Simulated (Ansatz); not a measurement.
The computed numbers are results of PBEsol, scalar-relativistic (no spin polarisation) in the plane-wave PAW code Ansatz at 420 eV, Γ-centred 10×10×10 mesh, 0.05 eV Gaussian smearing; PAW files: Ansatz's generated set soft_2.

A compound XO has these computed properties.

* Space group: Fm-3m (No. 225)
* Conventional cell: a = 5.178 Å, b = 5.178 Å, c = 5.178 Å, α = 90.00°, β = 90.00°, γ = 90.00°
* Volume: 17.35 Å³/atom
* Band gap: 0.11 eV (close to the smearing width) (band path included; the mesh alone gives 0.60 eV)
* Smallest direct gap: 0.11 eV
* Formation energy from the elements (0 K, uncorrected): -0.94 eV/atom
* Bulk modulus (Birch–Murnaghan): 99 GPa
* Pressure derivative B0′: 4.4
* Shear modulus (Hill): 39 GPa
* Young's modulus: 103 GPa
* Poisson's ratio: 0.33
* Elastically stable: yes

Sites: X on 4b, O on 4a.

**Question.** Which element is X?
A. Hg
B. Tl
C. Bi
D. Pb

**Answer.** D. X is Pb, so the compound is PbO.

The start was a prototype's sites filled with these elements. The Crystallography Open Database lists the compound in space groups Pbcm, P4/nmm, so this is a trial structure.

Scalar-relativistic only: spin–orbit splittings of the heavy atoms' levels are missing.
